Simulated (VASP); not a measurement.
# Al7InAs8 (F-43m) in VASP: relaxation of cell and atoms with PBEsol

Aim: the relaxation of cell and atoms of Al7InAs8 with PBEsol.

Everything below comes from runs of VASP 6.6.1. Logs are shortened: lines on timing, memory, paths and dates and some standing lists are left out, and cuts for length are marked.

### Step 1. The structure

Symmetry: F-43m, No. 216, cubic system. The conventional cell has a = 11.462 Å, b = 11.462 Å, c = 11.462 Å, α = 90.00°, β = 90.00°, γ = 90.00°. Around In (site symmetry -43m) lie 4 As at 2.59 Å. Al (site symmetry 2mm) is surrounded by 4 As at 2.45 to 2.48 Å. Al (site symmetry -43m) is surrounded by 4 As at 2.48 Å. Around As (site symmetry 3m) lie 3 Al at 2.45 Å and 1 In at 2.59 Å. As (site symmetry 3m) has 4 Al at 2.48 Å as nearest neighbours.

The cell was built by a generator and needn't be a form met in nature.

### Step 2. Relaxation of cell and atoms, PBEsol

Input file INCAR:

```
SYSTEM = Al7InAs8
PREC     = Accurate       ! precision mode
ENCUT    = 600            ! plane-wave cutoff, eV
EDIFF    = 1E-7           ! SCF threshold, eV
ISMEAR   = 0              ! smearing method
SIGMA    = 0.03           ! smearing width, eV
LREAL    = .FALSE.        ! projectors in reciprocal space
LASPH    = .TRUE.         ! aspherical terms in the spheres
NELM     = 80             ! most SCF steps
ALGO     = Normal         ! electronic algorithm
ISIF     = 3              ! what is computed and relaxed
LWAVE    = .FALSE.        ! write WAVECAR
LCHARG   = .FALSE.        ! write CHGCAR
GGA      = PS             ! functional
IBRION   = 2              ! ionic algorithm
NSW      = 90             ! ionic steps
EDIFFG   = -0.005         ! ionic threshold
KPAR     = 4
```

Input file KPOINTS:

```
regular mesh
0
G
  6 6 6
  0 0 0
```

Input file POSCAR:

```
Al7InAs8                                
1.0
    5.7310122061     -5.7310122061     -0.0000000000
    5.7310122061     -0.0000000000      5.7310122061
    0.0000000000     -5.7310122061      5.7310122061
  In              Al              As            
     1     7     8
Direct
     0.5000000000000000    0.0000000000000000    0.0000000000000000
     0.5004167861945049    0.0004167861945049    0.4995832138054951
     0.5004167861945049    0.4995832138054951    0.0004167861945049
     0.5004167861945049    0.4995832138054951    0.4995832138054951
     0.9995832138054951    0.0004167861945049    0.0004167861945049
     0.9995832138054951    0.0004167861945049    0.4995832138054951
     0.9995832138054951    0.4995832138054951    0.0004167861945049
     0.0000000000000000    0.5000000000000000    0.5000000000000000
     0.3697246124631526    0.3908261626105423    0.8697246124631526
     0.3750722452329370    0.3749759182556877    0.3749759182556877
     0.3697246124631526    0.8697246124631526    0.8697246124631526
     0.3697246124631526    0.8697246124631526    0.3908261626105423
     0.8749759182556875    0.3749759182556877    0.8750722452329369
     0.8749759182556875    0.3749759182556877    0.3749759182556877
     0.8908261626105423    0.8697246124631526    0.8697246124631526
     0.8749759182556875    0.8750722452329369    0.3749759182556877
```

Potentials or basis: VASP PAW PBE potentials, release 64 (In_d, Al, As).

Run with:

```console
cat potpaw_PBE.64/In_d/POTCAR potpaw_PBE.64/Al/POTCAR potpaw_PBE.64/As/POTCAR > POTCAR
mpirun -np 4 vasp_std > vasp.out
```

OUTCAR:

```text
SYSTEM = Al7InAs8
   PREC = Accurate
   ENCUT = 600
   EDIFF = 1E-7
   ISMEAR = 0
   LREAL = .FALSE.
   LASPH = .TRUE.
   NELM = 80
   ISIF = 3
   GGA = PS
   IBRION = 2
   NSW = 90
   EDIFFG = -0.005

 ion  position               nearest neighbor table
   1  0.500  0.000  0.000-  11 2.59   9 2.59  12 2.59  15 2.59
   2  0.500  0.000  0.500-  12 2.45  11 2.45  10 2.48  16 2.48
   3  0.500  0.500  0.000-   9 2.45  11 2.45  10 2.48  13 2.48
   4  0.500  0.500  0.500-   9 2.45  12 2.45  14 2.48  10 2.48
   5  1.000  0.000  0.000-  15 2.45  11 2.45  13 2.48  16 2.48
   6  1.000  0.000  0.500-  12 2.45  15 2.45  14 2.48  16 2.48
[... 8 lines left out ...]
  15  0.891  0.870  0.870-   5 2.45   6 2.45   7 2.45   1 2.59
  16  0.875  0.875  0.375-   2 2.48   5 2.48   6 2.48   8 2.48

  LATTYP: Found a face centered cubic cell.
 ALAT       =    11.4620244122

  Lattice vectors:

 A1 = (   5.7310122061,  -5.7310122061,   0.0000000000)
 A2 = (   5.7310122061,   0.0000000000,   5.7310122061)
 A3 = (   0.0000000000,  -5.7310122061,   5.7310122061)

Analysis of symmetry for initial positions (statically):
=====================================================================
 Subroutine PRICEL returns:
 Original cell was already a primitive cell.

 Routine SETGRP: Setting up the symmetry group for a
 face centered cubic supercell.

 Subroutine GETGRP returns: Found 24 space group operations
 (whereof  4 operations were pure point group operations)
 out of a pool of 48 trial point group operations.

The static configuration has the point symmetry C_2v.
 The point group associated with its full space group is T_d .

Analysis of symmetry for dynamics (positions and initial velocities):
=====================================================================
 Subroutine PRICEL returns:
 Original cell was already a primitive cell.

 Routine SETGRP: Setting up the symmetry group for a
 face centered cubic supercell.

 Subroutine GETGRP returns: Found 24 space group operations
 (whereof  4 operations were pure point group operations)
[... 188 lines left out ...]
  volume of cell :      376.46
      direct lattice vectors                 reciprocal lattice vectors
     5.731012206 -5.731012206  0.000000000     0.087244623 -0.087244623 -0.087244623
     5.731012206  0.000000000  5.731012206     0.087244623  0.087244623  0.087244623
     0.000000000 -5.731012206  5.731012206    -0.087244623 -0.087244623  0.087244623

 POSITION                                       TOTAL-FORCE (eV/Angst)
 -----------------------------------------------------------------------------------
      2.86551     -2.86551      0.00000         0.000000     -0.000000      0.000000
      2.87028     -5.73101      2.86551         0.002219     -0.000000      0.000000
      5.73101     -2.87028      2.86551         0.000000     -0.002219      0.000000
      5.73101     -5.73101      5.72623         0.000000     -0.000000     -0.002219
      5.73101     -5.73101      0.00478         0.000000     -0.000000      0.002219
      5.73101     -8.59174      2.86551         0.000000      0.002219      0.000000
[... 8 lines left out ...]
     10.08974    -10.08974      9.96880        -0.003854      0.003854      0.003854
     10.02955     -7.16349      7.16404        -0.005310     -0.005310     -0.005310
 -----------------------------------------------------------------------------------
    total drift:                                0.000000     -0.000000      0.000000

  FREE ENERGIE OF THE ION-ELECTRON SYSTEM (eV)
  ---------------------------------------------------
  free  energy   TOTEN  =       -78.8363088943 eV

  energy  without entropy=      -78.8363088943  energy(sigma->0) =      -78.83630889

--------------------------------------- Ionic step        2  -------------------------------------------

 number of electron      73.9999999 magnetization

 Free energy of the ion-electron system (eV)
  ---------------------------------------------------
  ext. energy  EPLUGINS =         0.00000000
  ---------------------------------------------------
  free energy    TOTEN  =       -78.83633106 eV

  energy without entropy =      -78.83633106  energy(sigma->0) =      -78.83633106

 E-fermi :   3.9687     XC(G=0):  -9.1765

 val. band max:        3.8255427374   @ k =   0.0000   0.0000   0.0000
 cond. band min:       5.1606217754   @ k =   0.0000   0.0000   0.0000
 fundamental gap:      1.3350790380
 Fermi energy:         3.9687029694

 k-point     1 :       0.0000    0.0000    0.0000
  band No.  band energies     occupation
      1     -10.1372      2.00000
      2     -10.1372      2.00000
      3     -10.1372      2.00000
      4      -9.9811      2.00000
      5      -9.9811      2.00000
      6      -8.0284      2.00000
[... 773 lines left out ...]
     45       7.6354      0.00000
     46       7.7436      0.00000

------------------------ aborting loop because EDIFF is reached ----------------------------------------

  FORCE on cell =-STRESS in cart. coord.  units (eV):
  Direction    XX          YY          ZZ          XY          YZ          ZX
  --------------------------------------------------------------------------------------
  -------------------------------------------------------------------------------------
  Total        0.0144361      0.0144361      0.0144361     -0.0000000      0.0000000     -0.0000000
  in kB        0.0614546      0.0614546      0.0614546     -0.0000000      0.0000000     -0.0000000
  external PRESSURE =       0.0614546 kB  Pullay stress =       0.0000000 kB

 VOLUME and BASIS-vectors are now :
 -----------------------------------------------------------------------------
  energy-cutoff  :      600.00
  volume of cell :      376.36
      direct lattice vectors                 reciprocal lattice vectors
     5.730494396 -5.730494396  0.000000000     0.087252507 -0.087252507 -0.087252507
     5.730494396 -0.000000000  5.730494396     0.087252507  0.087252507  0.087252507
     0.000000000 -5.730494396  5.730494396    -0.087252507 -0.087252507  0.087252507

 POSITION                                       TOTAL-FORCE (eV/Angst)
 -----------------------------------------------------------------------------------
      2.86525     -2.86525      0.00000        -0.000000      0.000000     -0.000000
      2.87013     -5.73049      2.86525         0.001016      0.000000      0.000000
      5.73049     -2.87013      2.86525        -0.000000     -0.001016      0.000000
      5.73049     -5.73049      5.72561        -0.000000      0.000000     -0.001016
      5.73049     -5.73049      0.00488        -0.000000      0.000000      0.001016
      5.73049     -8.59086      2.86525        -0.000000      0.001016      0.000000
[... 8 lines left out ...]
     10.08864    -10.08864      9.96809        -0.001351      0.001351      0.001351
     10.02839     -7.16310      7.16314        -0.002447     -0.002447     -0.002447
 -----------------------------------------------------------------------------------
    total drift:                                0.000000     -0.000000      0.000000

  FREE ENERGIE OF THE ION-ELECTRON SYSTEM (eV)
  ---------------------------------------------------
  free  energy   TOTEN  =       -78.8363310590 eV

  energy  without entropy=      -78.8363310590  energy(sigma->0) =      -78.83633106

 reached required accuracy - stopping structural energy minimisation
```

OSZICAR:

```text
N       E                     dE             d eps       ncg     rms          rms(c)
DAV:   1     0.402155626616E+03    0.40216E+03   -0.30501E+04  1472   0.152E+03
DAV:   2    -0.282256912305E+02   -0.43038E+03   -0.41204E+03  1686   0.277E+02
DAV:   3    -0.790384656186E+02   -0.50813E+02   -0.50033E+02  1880   0.986E+01
DAV:   4    -0.809439466504E+02   -0.19055E+01   -0.18988E+01  1750   0.215E+01
[... 15 lines left out ...]
DAV:   3    -0.788363303757E+02    0.28494E-05   -0.11168E-05  2166   0.232E-02    0.534E-03
DAV:   4    -0.788363306317E+02   -0.25602E-06   -0.71396E-07  1678   0.352E-03    0.277E-03
DAV:   5    -0.788363309396E+02   -0.30788E-06   -0.98870E-08   990   0.264E-03    0.684E-04
DAV:   6    -0.788363310507E+02   -0.11113E-06   -0.39388E-08   976   0.138E-03    0.359E-04
DAV:   7    -0.788363310590E+02   -0.82669E-08   -0.71402E-09   964   0.674E-04
   2 F= -.78836331E+02 E0= -.78836331E+02  d E =-.221647E-04
```

CONTCAR:

```text
Al7InAs8
   1.00000000000000
     5.7304943959510810   -5.7304943959510810    0.0000000000000000
     5.7304943959510810   -0.0000000000000000    5.7304943959510810
     0.0000000000000000   -5.7304943959510810    5.7304943959510810
  In              Al              As
     1     7     8
Direct
     0.5000000000000000    0.0000000000000000    0.0000000000000000
     0.5004261259107486    0.0004261259107486    0.4995738740892514
     0.5004261259107486    0.4995738740892514    0.0004261259107486
     0.5004261259107486    0.4995738740892514    0.4995738740892514
     0.9995738740892514    0.0004261259107486    0.0004261259107486
     0.9995738740892514    0.0004261259107486    0.4995738740892514
[... 8 lines left out ...]
     0.8907775029376969    0.8697408323541010    0.8697408323541010
     0.8749982683401818    0.8750051949794475    0.3749982683401818

  0.00000000E+00  0.00000000E+00  0.00000000E+00
  0.00000000E+00  0.00000000E+00  0.00000000E+00
  0.00000000E+00  0.00000000E+00  0.00000000E+00
  0.00000000E+00  0.00000000E+00  0.00000000E+00
  0.00000000E+00  0.00000000E+00  0.00000000E+00
  0.00000000E+00  0.00000000E+00  0.00000000E+00
[... 8 lines left out ...]
  0.00000000E+00  0.00000000E+00  0.00000000E+00
  0.00000000E+00  0.00000000E+00  0.00000000E+00
```

Wall time 3.6 min (4 MPI ranks of Intel Xeon Platinum 8488C (Sapphire Rapids), shared host); peak memory 0.92 GiB.

Results:

```
Free energy                            : -78.8363 eV
Relaxed volume                         : 23.52 Å³/atom
Relaxed cell                           : a = 8.104 Å, b = 8.104 Å, c = 8.104 Å, α = 60.00°, β = 60.00°, γ = 60.00°
Space group after relaxing (to 0.05 Å) : F-43m (No. 216)
Energy gained by relaxing              : 0.0 meV/atom
Ionic steps                            : 2
Pressure after relaxing                : 0.0 GPa
Largest force after relaxing           : 0.004 eV/Å
Band gap on the k mesh                 : 1.34 eV, direct
```

Forces in eV/Å, atoms in the order of the input:
```
In   0.000  0.000  0.000
Al   0.001  0.000  0.000
Al   0.000 -0.001  0.000
Al   0.000  0.000 -0.001
Al   0.000  0.000  0.001
Al   0.000  0.001  0.000
Al  -0.001  0.000  0.000
Al   0.000  0.000  0.000
As  -0.001 -0.001 -0.001
As  -0.002  0.002  0.002
As   0.001 -0.001  0.001
As   0.001  0.001 -0.001
As   0.002  0.002 -0.002
As   0.002 -0.002  0.002
As  -0.001  0.001  0.001
As  -0.002 -0.002 -0.002
```

Final structure:
```
CELL_PARAMETERS angstrom
5.73049 -5.73049 0.00000
5.73049 0.00000 5.73049
0.00000 -5.73049 5.73049
ATOMIC_POSITIONS crystal
In 0.50000 0.00000 0.00000
Al 0.50043 0.00043 0.49957
Al 0.50043 0.49957 0.00043
Al 0.50043 0.49957 0.49957
Al 0.99957 0.00043 0.00043
Al 0.99957 0.00043 0.49957
Al 0.99957 0.49957 0.00043
Al 0.00000 0.50000 0.50000
As 0.36974 0.39078 0.86974
As 0.37501 0.37500 0.37500
As 0.36974 0.86974 0.86974
As 0.36974 0.86974 0.39078
As 0.87500 0.37500 0.87501
As 0.87500 0.37500 0.37500
As 0.89078 0.86974 0.86974
As 0.87500 0.87501 0.37500
```

Caveat: the PAW data sets were made with another functional, which shifts forces and pressure a little; spin-orbit coupling is left out, which moves the levels of the heavy elements. Expect the measured gap to be larger: semilocal functionals such as PBEsol lack the derivative discontinuity.
